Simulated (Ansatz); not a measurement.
Os, one cell by several methods

```xyz
2
Lattice="2.7072 0.0000 0.0000 -1.3536 2.3445 0.0000 0.0000 0.0000 4.4061" Properties=species:S:1:pos:R:3 pbc="T T T"
Os    0.0000    1.5630    1.1015
Os    1.3536    0.7815    3.3046
```

Atom numbers follow the list: Os1, Os2.

Conventional cell: a = 2.707 Å, b = 2.707 Å, c = 4.406 Å, α = 90.00°, β = 90.00°, γ = 120.00°. Os (atom 1) has 12 Os at 2.70 to 2.71 Å as nearest neighbours.

The cell comes from COD entry 9017843, which wasn't checked; take it as a given geometry. The listed cell was then made from it by scaling, straining or moving an atom.

Spin–orbit coupling is left out, though it moves levels of the heavy atoms by tenths of an eV or more.

Levels of theory: DFT, PBE, PAW with Ansatz's default frozen-core files, scalar-relativistic (Ansatz 0.2.0); DFT, PBE, all-electron PAW with datasets made for the crystal, scalar-relativistic (Ansatz 0.2.0); DFT, PBE, all-electron LAPW, scalar-relativistic (Ansatz 0.2.0).

For PAW: a Γ-centred 15×15×9 k mesh, Fermi–Dirac smearing of 0.05 eV, cutoff 420 eV, no spin polarisation. The crystal-made all-electron datasets (AE datasets) take a cutoff of 320 eV at this cell. LAPW targets a basis error of 0.5 meV/atom. The Ansatz runs share mesh, smearing and spin set-up. Plane-wave (PAW) pressures include the program's estimate of the Pulay term.

Stress and pressure are positive in compression.

The change that made this cell: z strained by +2 % at fixed volume.

Spin–orbit coupling is left out, which moves gradients at and beside heavy atoms by some per cent and at worst by a factor of two.

In a metal, gradients converge slowly with the k mesh: the values move by tens of per cent from one mesh to another, at times in sign, so only the comparison on one mesh counts.

```tsv
quantity	PAW	AE datasets	LAPW
pressure (GPa)	8.54	8.52	8.52
stress xx (GPa)	14.48	14.46	14.46
stress zz (GPa)	-3.34	-3.36	-3.36
field gradient Vzz at Os1 (10²¹ V/m²)	-0.70	-0.71	–
```

PAW's pressure differs from the LAPW value by +0.02 GPa.
